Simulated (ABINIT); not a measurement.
**Beyond one shot: GaN (F-43m)**

Aim: iterate the self-energy on GaN (F-43m) and follow the gap from cycle to cycle.

Calculated with ABINIT 10.8.3; PBE and many-body steps on it, plane waves.

**Experimental background.**

- Gap 3.23 eV: absorption onset (direct gap at Gamma) of unexcited film, from imaginary part of dielectric function; spectroscopic ellipsometry (steady-state reference of time-resolved measurement); 300 K; film on 3C-SiC/Si(001) (“Femtosecond pump-probe absorption edge spectroscopy of cubic GaN”, 2022, arxiv:2206.02223).

### 1. The starting structure

The structure is cubic, space group F-43m (No. 216). Conventional cell: a = 4.507 Å, b = 4.507 Å, c = 4.507 Å, α = 90.00°, β = 90.00°, γ = 90.00°. Nearest to Ga lie 4 N at 1.95 Å. Nearest to N lie 4 Ga at 1.95 Å. Farther neighbours and most contacts between anions are not listed.

The cell and positions are those that the Materials Project relaxed with its own functionals (PBE, PBE+U or r2SCAN), kept fixed. This is not the form that GaN usually takes at ambient conditions.

### 2. Empty states on the mesh, 6×6×6 mesh, 190 bands

This step: ABINIT 10.8.3; DFT, PBE, plane waves, norm-conserving pseudopotentials.

The sums over transitions need many empty states on a uniform mesh; this step solves for them.

run.abi

```
acell 3*1.0 Angstrom
rprim 
  0.000000000000 2.253500607500 2.253500607500
  2.253500607500 0.000000000000 2.253500607500
  2.253500607500 2.253500607500 0.000000000000
ntypat 2
znucl 31 7
natom 2
typat 1 2
xred 
  0.000000000000 0.000000000000 0.000000000000
  0.750000000000 0.750000000000 0.750000000000
pp_dirpath "pseudos"
pseudos "Ga.upf, N.upf"
ecut 45
ngkpt 6 6 6
nshiftk 1
shiftk 0 0 0
kptopt 1
chksymbreak 0
irdden 1
istwfk *1
nband 190
prtvol 0
optdriver 6
gwr_task "HDIAGO"
paral_kgb 0
occopt 1
indata_prefix "in"
outdata_prefix "out"
tmpdata_prefix "tmp"
```

Started as:

```console
> OMP_NUM_THREADS=1 mpirun -n 8 abinit run.abi > log
```

The log of the run:

```text
.Version 10.8.3 of ABINIT. v10.8.2 released Aug 2026.

 Symmetries : space group F-4 3 m (#216); Bravais cF (face-center cubic)
[... echo of the input left out ...]
== DATASET  1 ==================================================================
-   mpi_nproc: 8, omp_nthreads: 1 (-1 if OMP is not activated)

--- !DatasetInfo
iteration_state: {dtset: 1, }
dimensions: {natom: 2, nkpt: 16, mband: 190, nsppol: 1, nspinor: 1, nspden: 1, mpw: 2252, }
cutoff_energies: {ecut:  45.0, pawecutdg:  -1.0, }
[...]
Direct band gap semiconductor
 Fundamental gap:     1.748 (eV)
   VBM:     6.863 (eV) at k: [ 0.0000E+00,  0.0000E+00,  0.0000E+00]
   CBM:     8.611 (eV) at k: [ 0.0000E+00,  0.0000E+00,  0.0000E+00]
 Direct gap:         1.748 (eV) at k: [ 0.0000E+00,  0.0000E+00,  0.0000E+00]

== END DATASET(S) ==============================================================
================================================================================

 -outvars: echo values of variables after computation  --------
           etotal      0.0000000000E+00
            nband         190
             nkpt          16
          spgroup         216
 [... the other variables as echoed above ...]

 Calculation completed.
```

Run time: 36 s. Hardware: 8 MPI ranks of AMD EPYC 7R43, shared host; peak memory 2.7 GiB.

Numbers from this step:

```
gap                                                           : 1.748 eV
k of the valence top                                          : 0, 0, 0
k of the conduction bottom                                    : 0, 0, 0
least direct gap                                              : 1.748 eV
k points computed                                             : 16
lowest point of the top converged band, above the valence top : 205.3414 eV
```

On this mesh the gap is 1.748 eV.

The density comes from a self-consistent run that is not shown.

### 3. Screening, 6×6×6 mesh, 182 bands, screening to 261.2 eV

The RPA dielectric matrix is built and inverted for each q.

This step: RPA screening on PBE, plane waves, norm-conserving pseudopotentials.

run.abi, as its differences from that of step 2:

```diff
@@ -20,10 +20,11 @@
 chksymbreak 0
-irdden 1
 istwfk *1
-nband 190
-prtvol 0
-optdriver 6
-gwr_task "HDIAGO"
-paral_kgb 0
 occopt 1
+irdwfk 1
+optdriver 3
+nband 182
+ecuteps 9.6
+inclvkb 2
+awtr 1
+symchi 1
 indata_prefix "in"
```

The log of the run:

```text
.Version 10.8.3 of ABINIT. v10.8.2 released Aug 2026.

 Symmetries : space group F-4 3 m (#216); Bravais cF (face-center cubic)
[... echo of the input left out ...]
== DATASET  1 ==================================================================
-   mpi_nproc: 8, omp_nthreads: 1 (-1 if OMP is not activated)

--- !DatasetInfo
iteration_state: {dtset: 1, }
dimensions: {natom: 2, nkpt: 16, mband: 182, nsppol: 1, nspinor: 1, nspden: 1, mpw: 2252, }
cutoff_energies: {ecut:  45.0, pawecutdg:  -1.0, }
electrons: {nelect:   2.60000000E+01, charge:   0.00000000E+00, occopt:   1.00000000E+00, tsmear:   1.00000000E-02, }

 SCREENING: Calculation of the susceptibility and dielectric matrices

 Based on a program developped by R.W. Godby, V. Olevano, G. Onida, and L. Reining.
 Incorporated in ABINIT by V. Olevano, G.-M. Rignanese, and M. Torrent.
.Using double precision arithmetic ; gwpc =  8

[... cell and pseudopotentials left out ...]
--------------------------------------------------------------------------------

 ==== K-mesh for the wavefunctions ====
 Number of points in the irreducible wedge :    16
[... list of points left out ...]
 Together with 24 symmetry operations and time-reversal symmetry
 yields   216 points in the full Brillouin Zone.

 ==== Q-mesh for the screening function ====
 Number of points in the irreducible wedge :    16
[... list of points left out ...]
 Together with 24 symmetry operations and time-reversal symmetry
 yields   216 points in the full Brillouin Zone.

 setmesh: FFT mesh size selected  =    27x   27x   27
          total number of points  =        19683

 vcoul_init : cutoff-mode = AUXILIARY_FUNCTION
 q-points for optical limit:   1
     1)      0.000010    0.000020    0.000030

- screening: taking advantage of time-reversal symmetry
- Maximum band index for partially occupied states nbvw = 13
- Remaining bands to be divided among processors   nbcw = 169
- Number of bands treated by each node ~21

 Number of electrons calculated from density =   26.0000; Expected =   26.0000
 average of density, n =  0.168335
 r_s =    1.1235
 omega_plasma =   39.5770 [eV]

 calculating chi0 at frequencies [eV] :
  1    0.000000E+00    0.000000E+00
  2    0.000000E+00    3.957696E+01

--------------------------------------------------------------------------------
  q-point number  1        q = ( 0.000000, 0.000000, 0.000000) [r.l.u.]
--------------------------------------------------------------------------------
[... chi0 elements left out ...]
 For q-point:  0.000010 0.000020 0.000030
  dielectric constant =   6.4106
  dielectric constant without local fields =   6.8789

  Average fulfillment of the sum rule on Im[epsilon] for q-point    1 :     68.72  [%]
[... wings left out ...]
  q-point number  2        q = ( 0.166667, 0.000000, 0.000000) [r.l.u.]
--------------------------------------------------------------------------------
[... chi0 elements left out ...]
  Average fulfillment of the sum rule on Im[epsilon] for q-point    2 :     79.81  [%]

 [... 14 further q-points ...]
```

It took 4.7 min on 8 MPI ranks; peak memory 2.4 GiB.

This step gave:

| Item | Value |
| --- | --- |
| ε∞ with local fields, on this mesh, along the program's q direction | 6.411 |
| the same without local fields | 6.879 |
| plasma frequency | 39.58 eV |
| plane waves in the screening matrix | 229 |

Local fields lower ε∞ by 7 %.

### 4. G0W0

The self-energy is evaluated for the states that the input lists, and the levels follow from it, in one-shot runs by the linearised quasiparticle equation.

This step: G0W0 on PBE, plane waves, norm-conserving pseudopotentials.

run.abi, as its differences from that of step 3:

```diff
@@ -23,8 +23,15 @@
 irdwfk 1
-optdriver 3
+optdriver 4
 nband 182
+gwcalctyp 0
+ecutsigx 45
+symsigma 1
+nkptgw 1
+kptgw 
+  0.0000000000 0.0000000000 0.0000000000
+bdgw 
+  11 17
 ecuteps 9.6
-inclvkb 2
-awtr 1
-symchi 1
+irdscr 1
+ppmodel 1
 indata_prefix "in"
```

The log of the run:

```text
.Version 10.8.3 of ABINIT. v10.8.2 released Aug 2026.

 Symmetries : space group F-4 3 m (#216); Bravais cF (face-center cubic)
[... echo of the input left out ...]
== DATASET  1 ==================================================================
-   mpi_nproc: 8, omp_nthreads: 1 (-1 if OMP is not activated)

--- !DatasetInfo
iteration_state: {dtset: 1, }
dimensions: {natom: 2, nkpt: 16, mband: 182, nsppol: 1, nspinor: 1, nspden: 1, mpw: 2252, }
cutoff_energies: {ecut:  45.0, pawecutdg:  -1.0, }
electrons: {nelect:   2.60000000E+01, charge:   0.00000000E+00, occopt:   1.00000000E+00, tsmear:   1.00000000E-02, }

 SIGMA: Calculation of the GW corrections

 Based on a program developped by R.W. Godby, V. Olevano, G. Onida, and L. Reining.
 Incorporated in ABINIT by V. Olevano, G.-M. Rignanese, and M. Torrent.
.Using double precision arithmetic ; gwpc =  8

[... cell and pseudopotentials left out ...]
--------------------------------------------------------------------------------

 ==== K-mesh for the wavefunctions ====
 Number of points in the irreducible wedge :    16
[... list of points left out ...]
 Together with 24 symmetry operations and time-reversal symmetry
 yields   216 points in the full Brillouin Zone.

 ==== Q-mesh for screening function ====
 Number of points in the irreducible wedge :    16
[... list of points left out ...]
 Together with 24 symmetry operations and time-reversal symmetry
 yields   216 points in the full Brillouin Zone.

 vcoul_init : cutoff-mode = AUXILIARY_FUNCTION
 q-points for optical limit:   1
     1)      0.000010    0.000020    0.000030
 setmesh: FFT mesh size selected  =    40x   40x   40
          total number of points  =        64000

 Number of electrons calculated from density =   26.0000; Expected =   26.0000
 average of density, n =  0.168335
 r_s =    1.1235
 omega_plasma =   39.5770 [eV]

 === KS Band Gaps ===
  >>>> For spin  1
   Minimum direct gap =   1.7479 [eV], located at k-point      :   0.0000  0.0000  0.0000
   Fundamental gap    =   1.7479 [eV], Top of valence bands at :   0.0000  0.0000  0.0000
                                       Bottom of conduction at :   0.0000  0.0000  0.0000
 SIGMA fundamental parameters:
 PLASMON POLE MODEL  1
 number of plane-waves for SigmaX                 2229
 number of plane-waves for SigmaC and W            229
 number of plane-waves for wavefunctions          2229
 number of bands                                   182
 number of independent spin polarizations            1
 number of spinorial components                      1
 number of k-points in IBZ                          16
 number of q-points in IBZ                          16
 number of symmetry operations                      24
 number of k-points in BZ                          216
 number of q-points in BZ                          216
 number of frequencies for dSigma/dE                 9
 frequency step for dSigma/dE [eV]                0.25
 number of omega for Sigma on real axis              0
 max omega for Sigma on real axis  [eV]           0.00
 zcut for avoiding poles [eV]                     0.10

 EPSILON^-1 parameters (SCR file):
 dimension of the eps^-1 matrix on file            229
 dimension of the eps^-1 matrix used               229
 number of plane-waves for wavefunctions          2229
 number of bands                                   182
 number of q-points in IBZ                          16
 number of frequencies                               2
 number of real frequencies                          1
 number of imag frequencies                          1

 matrix elements of self-energy operator (all in [eV])

 Perturbative Calculation

--- !SelfEnergy_ee
iteration_state: {dtset: 1, }
kpoint     : [   0.000,    0.000,    0.000, ]
spin       : 1
KS_gap     :    1.748
QP_gap     :    2.635
Delta_QP_KS:    0.887
data: !SigmaeeData |
     Band     E0 <VxcDFT>   SigX SigC(E0)      Z dSigC/dE  Sig(E)    E-E0       E
       11   6.863 -19.085 -22.547   2.574   0.796  -0.256 -19.792  -0.707   6.156
       12   6.863 -19.085 -22.547   2.574   0.796  -0.256 -19.792  -0.707   6.156
       13   6.863 -19.085 -22.547   2.574   0.796  -0.256 -19.792  -0.707   6.156
       14   8.611 -14.162 -10.109  -3.835   0.824  -0.214 -13.983   0.180   8.790
       15  17.222 -13.047  -7.024  -5.288   0.830  -0.205 -12.437   0.610  17.832
       16  17.222 -13.047  -7.024  -5.288   0.830  -0.205 -12.437   0.610  17.832
       17  17.222 -13.047  -7.024  -5.288   0.830  -0.205 -12.437   0.610  17.832

== END DATASET(S) ==============================================================
================================================================================

 -outvars: echo values of variables after computation  --------
           etotal      0.0000000000E+00
            nband         182
             nkpt          16
          spgroup         216
 [... the other variables as echoed above ...]

 Calculation completed.
```

The job ended after 18 s (8 MPI ranks; peak memory 2 GiB; 2.4 min of CPU time).

Numbers from this step:

```
G0W0 gap on the points computed              : 2.634 eV
starting gap on the mesh                     : 1.748 eV
k of the valence top                         : 0, 0, 0
k of the conduction bottom                   : 0, 0, 0
Z at the valence top                         : 0.796
Z at the conduction bottom                   : 0.824
least direct G0W0 gap on the computed points : 2.634 eV
```

The gap on the mesh goes from 1.75 eV to 2.63 eV, a correction of +0.89 eV.

### 5. evGW0, cycle 1

This step: evGW0 on PBE, plane waves, norm-conserving pseudopotentials.

run.abi, as its differences from that of step 4:

```diff
@@ -25,10 +25,40 @@
 nband 182
-gwcalctyp 0
+gwcalctyp 10
 ecutsigx 45
 symsigma 1
-nkptgw 1
+nkptgw 16
 kptgw 
   0.0000000000 0.0000000000 0.0000000000
+  0.1666666667 0.0000000000 0.0000000000
+  0.3333333333 0.0000000000 0.0000000000
+  0.5000000000 0.0000000000 0.0000000000
+  0.1666666667 0.1666666667 0.0000000000
+  0.3333333333 0.1666666667 0.0000000000
+  0.5000000000 0.1666666667 0.0000000000
+  -0.3333333333 0.1666666667 0.0000000000
+  -0.1666666667 0.1666666667 0.0000000000
+  0.3333333333 0.3333333333 0.0000000000
+  0.5000000000 0.3333333333 0.0000000000
+  -0.3333333333 0.3333333333 0.0000000000
+  0.5000000000 0.5000000000 0.0000000000
+  0.5000000000 0.3333333333 0.1666666667
+  -0.3333333333 0.3333333333 0.1666666667
+  -0.3333333333 0.5000000000 0.1666666667
 bdgw 
-  11 17
+  11 18
+  11 18
+  11 18
+  11 18
+  11 18
+  11 18
+  11 18
+  11 18
+  11 18
+  11 18
+  11 18
+  11 18
+  11 18
+  11 18
+  11 18
+  11 18
 ecuteps 9.6
```

The log of the run:

```text
.Version 10.8.3 of ABINIT. v10.8.2 released Aug 2026.

 Symmetries : space group F-4 3 m (#216); Bravais cF (face-center cubic)
[... echo of the input left out ...]
== DATASET  1 ==================================================================
-   mpi_nproc: 8, omp_nthreads: 1 (-1 if OMP is not activated)

--- !DatasetInfo
iteration_state: {dtset: 1, }
dimensions: {natom: 2, nkpt: 16, mband: 182, nsppol: 1, nspinor: 1, nspden: 1, mpw: 2252, }
cutoff_energies: {ecut:  45.0, pawecutdg:  -1.0, }
electrons: {nelect:   2.60000000E+01, charge:   0.00000000E+00, occopt:   1.00000000E+00, tsmear:   1.00000000E-02, }

 SIGMA: Calculation of the GW corrections

 Based on a program developped by R.W. Godby, V. Olevano, G. Onida, and L. Reining.
 Incorporated in ABINIT by V. Olevano, G.-M. Rignanese, and M. Torrent.
.Using double precision arithmetic ; gwpc =  8

[... cell and pseudopotentials left out ...]
--------------------------------------------------------------------------------

 ==== K-mesh for the wavefunctions ====
 Number of points in the irreducible wedge :    16
[... list of points left out ...]
 Together with 24 symmetry operations and time-reversal symmetry
 yields   216 points in the full Brillouin Zone.

 ==== Q-mesh for screening function ====
 Number of points in the irreducible wedge :    16
[... list of points left out ...]
 Together with 24 symmetry operations and time-reversal symmetry
 yields   216 points in the full Brillouin Zone.

 vcoul_init : cutoff-mode = AUXILIARY_FUNCTION
 q-points for optical limit:   1
     1)      0.000010    0.000020    0.000030
 setmesh: FFT mesh size selected  =    40x   40x   40
          total number of points  =        64000

 Number of electrons calculated from density =   26.0000; Expected =   26.0000
[...]
spin       : 1
KS_gap     :    8.905
QP_gap     :   10.354
Delta_QP_KS:    1.449
data: !SigmaeeData |
     Band     E_DFT   <VxcDFT>   E(N-1)  <Hhartree>   SigX  SigC[E(N-1)]    Z     dSigC/dE  Sig[E(N)]  DeltaE  E(N)_pert E(N)_diago
[...]
--- !SelfEnergy_ee
iteration_state: {dtset: 1, }
kpoint     : [  -0.333,    0.500,    0.167, ]
spin       : 1
KS_gap     :    8.738
QP_gap     :   10.177
Delta_QP_KS:    1.439
data: !SigmaeeData |
     Band     E_DFT   <VxcDFT>   E(N-1)  <Hhartree>   SigX  SigC[E(N-1)]    Z     dSigC/dE  Sig[E(N)]  DeltaE  E(N)_pert E(N)_diago
[...]
17    18.246   -13.634    18.246    31.880    -6.904    -5.967     0.810    -0.234   -13.015     0.618    18.865    19.009
       18    21.639   -14.686    21.639    36.325    -6.929    -6.694     0.807    -0.239   -13.828     0.858    22.497    22.702

 New Fermi energy :        2.720123E-01 Ha ,    7.401832E+00 eV

 === QP Band Gaps ===
  >>>> For spin  1
   Minimum direct gap =   2.8540 [eV], located at k-point      :   0.0000  0.0000  0.0000
   Fundamental gap    =   2.8540 [eV], Top of valence bands at :   0.0000  0.0000  0.0000
                                       Bottom of conduction at :   0.0000  0.0000  0.0000

 writing QP data on file : out_QPS

 Convergence of QP corrections
 >>>>> For spin  1 <<<<<
.  kptgw no:  1; Maximum DeltaE = (   0.000   0.000) for band index:  1
.  kptgw no:  2; Maximum DeltaE = (   0.000   0.000) for band index:  1
.  kptgw no:  3; Maximum DeltaE = (   0.610  -0.001) for band index:  1
[...]
.  kptgw no: 15; Maximum DeltaE = (   0.882  -0.006) for band index:  1
.  kptgw no: 16; Maximum DeltaE = (   0.744  -0.000) for band index:  1

== END DATASET(S) ==============================================================
================================================================================

 -outvars: echo values of variables after computation  --------
           etotal      0.0000000000E+00
            nband         182
             nkpt          16
          spgroup         216
 [... the other variables as echoed above ...]

 Calculation completed.
```

Run time: 19 min. Hardware: 8 MPI ranks; peak memory 2.9 GiB.

This step gave:

| Item | Value |
| --- | --- |
| quasiparticle gap on the mesh | 2.854 eV |
| gap of the density functional on the mesh | 1.748 eV |
| k of the valence top | 0, 0, 0 |
| k of the conduction bottom | 0, 0, 0 |
| Z at the valence top | 0.796 |
| Z at the conduction bottom | 0.824 |
| least direct quasiparticle gap on the computed points | 2.854 eV |

Against G0W0 in ABINIT (6×6×6 mesh, 182 bands, screening to 261.2 eV, Godby-Needs plasmon pole), the gap moves by +0.220 eV. This first cycle still uses the starting levels; it takes the full correction, at all points of the mesh, and its linearised value is 2.634 eV.

[end of part 1 of 2]

[Paths, hosts, dates, memory and timing lines, banners, echoed tables and standing remarks are left out of the program output.]

[Logs are printed without paths, hosts, clocks, repeated set-up lines and the standing remarks that a program may print on its own settings, such as how far it seeks lower states.]

[Runs of the session that timed out or met a known fault of the program may be left out.]

[Hosts, paths, dates, database ids (printed as entryN), source tags and the programs' standing remarks are cut or masked in the printed files.]

[G0W0 gaps are taken among the corrected bands and points alone; a level outside them can change the order at an edge.]

[Where Ansatz stands beside ABINIT at settings called matched, ABINIT's density can come from a denser mesh and the files from another edition; pairs whose starting gaps differed by over 0.03 eV were left out, so agreement reads better than it is.]
